## Question

A crystal of fcc rhodium is strained along a straight row of touching atoms, the cubic direction [110]. The repeat length along this row is the edge a. Edge b is the row of touching atoms at right angles to it, [1-10], and edge c is the cube edge [001]. In the strained rows b and c were free to relax.

Fcc rhodium (cube edge 3.780 Å) in a two-atom cell strained along a, with b and c relaxed except at zero strain. Ansatz 0.2.0, plane-wave PAW, scalar-relativistic PBEsol, no spin polarisation, cutoff 420 eV, k mesh 20×20×14, Gaussian smearing of 0.1 eV. Energies are extrapolated to zero smearing; stress is positive in compression, with yy equal to xx, and yz and xz zero.

```tsv
strain (%)	energy change (meV/atom)	volume change (%)	c over a	stress xx (GPa)	stress zz (GPa)	stress xy (GPa)
-3	18.8	-1.55	1.4767	7.90	0.00	7.90
-2	7.9	-1.02	1.4555	4.98	0.01	4.98
-1	1.8	-0.50	1.4349	2.32	0.00	2.33
0	0.0	0.00	1.4142	-0.07	0.13	0.00
1	2.0	0.52	1.3951	-2.20	0.00	-2.20
2	7.3	1.02	1.3757	-4.11	0.00	-4.10
3	15.7	1.50	1.3567	-5.79	0.00	-5.79
```

The strain is the imposed change of a, negative for squeezing. The stresses are positive in compression. Their axes x, y and z are the cube edges, so x and y lie at 45° to a and b.

1. How do the two free edges share the sideways response, and why in this way?
2. Compare the cost of squeezing with that of stretching, and explain the difference.
3. Which features of the table belong to the calculation and not to rhodium?

## Model answer

**1. The sideways response**

The column c over a can't be read as the response of c, because a itself is being changed. In undistorted fcc the ratio is √2, so the change of c follows once the imposed strain is taken out. The volume then gives b. For the row at −3 %:

c/c₀ = (1.4767/1.4142) × 0.97 = 1.013

b/b₀ = 0.9845/(0.97 × 1.013) = 1.002

Thus c grows by 1.3 % and b by only 0.2 %. The other strained rows show the same preference: c always changes more than three times as much as b.

The reason can be found by asking which bonds oppose each motion. An atom in fcc has twelve nearest neighbours: two along a, two along b and eight in oblique directions. An oblique bond reaches half an edge along each of a, b and c, so its length d obeys d² = (a² + b² + c²)/4.

Take the limiting case in which only nearest neighbours interact, each pair like a spring. Of all these bonds, only the oblique ones have a component along c. If no force acts on the crystal along c, the oblique bonds must therefore be unstrained. They then exert no force along b either, so the bonds along b must be unstrained too, and b keeps its length.

What remains is geometry. With b and d fixed, a² + c² is fixed as well, and for a strain e (as a fraction)

c/c₀ = √[(3 − (1 + e)²)/2].

At −3 % this gives √[(3 − 0.97²)/2] = 1.015, a growth of 1.5 % where the calculation has 1.3 %. The formula has no adjustable constant, so this row played no part in setting it up.

A scissor jack works in the same way. Seen along b, the oblique bonds outline a rhombus whose diagonals are a and c. Push the short diagonal in and the long one grows. Because c² is twice a², its fractional change is half as large for small strains. The likeness ends with the shape: a jack has free hinges, whereas in the crystal the bond along a resists the push.

The spring picture gets the pattern right but overdoes it. For small strains it predicts that c takes up 0.5 of the imposed strain and b none. Smooth curves through the six strained rows give 0.41 and 0.08. At +3 % the predicted contraction of c is too large by more than a quarter of the calculated one.

A second case for comparison is a solid that is equally stiff in all directions, where b and c would change alike. A cubic crystal has two shear stiffnesses, C₄₄ and (C₁₁ − C₁₂)/2. The ratio of the first to the second is 1 in the isotropic solid and 2 for nearest-neighbour springs. The slopes of this series give 211 and 131 GPa, a ratio of 1.6. This suggests a rule for other cubic crystals strained along [110], as long as their bulk stiffness is similar in proportion to their shear stiffness: the closer the ratio is to 1, the more evenly the two sides share the response. Crystals can also lie outside the range from 1 to 2. In copper the ratio is well above 2, and b is then expected to shrink along with a.

**2. Squeezing against stretching**

At 3 % squeezing costs 18.8 meV an atom and stretching 15.7 meV, so squeezing is dearer by about a fifth. The stress shows how this comes about. The load along a is the sum of stress xx and stress xy, while their difference, the load along b, is close to zero as it should be for a free side. The slope of the axial load against strain falls from 584 GPa between −3 and −2 % to 337 GPa between +2 and +3 %.

The spring picture suggests where to look for the cause. If the other bonds nearly keep their lengths, most of the energy goes into the bonds along a. Atoms pushed together meet a repulsion that rises steeply, while the pull between atoms drawn apart grows ever more slowly. This is the usual anharmonicity of a bond. The table shows the softening; its assignment to these bonds rests on the argument.

**3. What belongs to the calculation**

The row at zero strain is a single calculation without relaxation. It holds a stress of −0.07 GPa along x and 0.13 GPa along z, although the cube edges of an fcc crystal are equivalent. The k mesh treats c differently from a and b and so breaks the cubic symmetry slightly.

The relaxed rows give way to this false stress, and it leaves a trace in their shapes. At 1 % strain b changes by 0.11 % in tension but by only 0.06 % in compression. From the elastic constants, relaxing the zero row should lengthen c by 0.04 % and shorten b by 0.03 %. The curves through the strained rows, continued to zero strain, show shifts of 0.04 % and 0.02 %.

The energies at 1 % look reversed, with 2.0 meV for stretching and 1.8 meV for squeezing. This is no property of rhodium. Anharmonicity alone would make stretching cheaper by about 0.15 meV. The mesh stress favours squeezing by about 0.2 meV, and the extrapolation of the energies to zero smearing adds another 0.1 meV in the same sense. All these amounts are close to the last printed digit.

## Remarks on the reasoning

**Reading the stress.** A common slip is to take stress xx as the whole load. That would halve the stiffness along a, which is about 456 GPa near zero strain. The energies expose the slip: the work done by the full axial stress matches the energy change within 0.3 meV an atom in every row. Since stress and energy come from the same calculation, this confirms the reading of the axes, not the accuracy of the functional. The stiffness itself holds for PBEsol at zero temperature, with atomic datasets made for another functional, PBE.

**Weighing the evidence.** The oblique bonds change by no more than about 0.1 % in any row, which seems to prove the spring picture. It is weaker evidence than it looks. If b and c shrank equally at +3 % with the same volume, these bonds would still lengthen by only about 0.2 %. The unequal shares of b and c are the sharper test.

**Beware of the volume.** The springs also give a good volume change, −1.6 % at −3 % strain against the calculated −1.55 %. Here two errors offset each other, since the model makes c grow too much and b too little. A good total doesn't vouch for its parts.

**What stays open.** Rhodium is a metal, and its electrons bind many atoms at once, so pair springs are only a sketch. Forces between second neighbours, which lie along the cube edges, could hold c back and leave more of the response to b. Many-atom binding could do the same if it depends on the directions of the bonds. Added resistance to a change of volume alone would not hold c back: it would make both sides move more.

The elastic constants offer one test. In an unstressed crystal where every atom is a centre of symmetry, pair forces of any range make C₁₂ equal to C₄₄. Here C₁₂, which is the bulk modulus less two thirds of the smaller shear stiffness, comes to 212 GPa, and C₄₄ is 211 GPa. Springs between first and second neighbours are therefore enough to describe the response to small strains. This doesn't prove that the forces are of this kind, since many-atom terms may cancel in the comparison.

**Use in practice.** For a single crystal loaded along [110] with free sides, one Poisson ratio is not enough. Whether a thickness changes by 0.4 or by less than 0.1 of the strain depends on whether it is measured along [001] or [1-10]. The printed analysis below gives both responses row by row, beside the values for the spring picture and for equal sideways changes.

The analysis program printed:

```
fit of eb on 6 rows (abs(x) > 0.5): constant -0.0239 +/- 0.0035, coefficient of x -0.0801 +/- 0.00094, coefficient of x**2 -0.0007698 +/- 0.00062; rms 0.00352, worst 1 0.00583, leave-one-out rms 0.00781
  rows outside the fit (model, value, miss): 0 -0.0239, 0.000959, -0.0249
fit of ec on 6 rows (abs(x) > 0.5): constant 0.03957 +/- 0.004, coefficient of x -0.4112 +/- 0.0011, coefficient of x**2 0.0009272 +/- 0.00071; rms 0.00403, worst 1 -0.0057, leave-one-out rms 0.0109
  rows outside the fit (model, value, miss): 0 0.03957, -0.000959, 0.0405
fit of tens*lb*lc on 6 rows (abs(x) > 0.5): constant 0.1213 +/- 0.034, coefficient of x 4.563 +/- 0.0091, coefficient of x**2 -0.2705 +/- 0.006; rms 0.0342, worst -1 -0.0392, leave-one-out rms 0.0971
  rows outside the fit (model, value, miss): 0 0.1213, 0.07, 0.0513
Shape and energy:
  row  b change %  c change %  c springs %  equal sideways %  oblique bond %  volume springs %  axial tension GPa  energy from stress meV
   -3      0.2063       1.286        1.467            0.7447        -0.04005            -1.577              -15.8                   19.05
   -2      0.1378       0.861       0.9851            0.4988        -0.02817            -1.035              -9.96                   8.095
   -1     0.05667      0.4481       0.4963            0.2522        -0.01001           -0.5087              -4.65                   1.897
    0    0.000959   -0.000959            0                 0      -0.0002397                 0               0.07                       0
    1     -0.1106      -0.365      -0.5038           -0.2379         0.04141            0.4912                4.4                   1.949
    2     -0.1844     -0.7778       -1.015           -0.4816         0.07153            0.9645               8.21                   7.288
    3     -0.2707      -1.189       -1.534           -0.7308          0.1027              1.42              11.58                   15.56
Young's modulus along [110], GPa: 456.3
Shear constant C44, GPa: 211.3
Shear constant (C11-C12)/2, GPa: 131
Bulk modulus, GPa: 299.1
Shift of b expected if row 0 were relaxed, %: -0.02789
Shift of c expected if row 0 were relaxed, %: 0.03992
Axial stiffness between -3 and -2 %, GPa: 584
Axial stiffness between +2 and +3 %, GPa: 337
Energy at +1 less -1 %, part of residual tension, meV/atom: 0.2044
Energy at +1 less -1 %, part of anharmonicity, meV/atom: -0.152
Energy at +1 less -1 %, part of smearing extrapolation, meV/atom: 0.1102
```
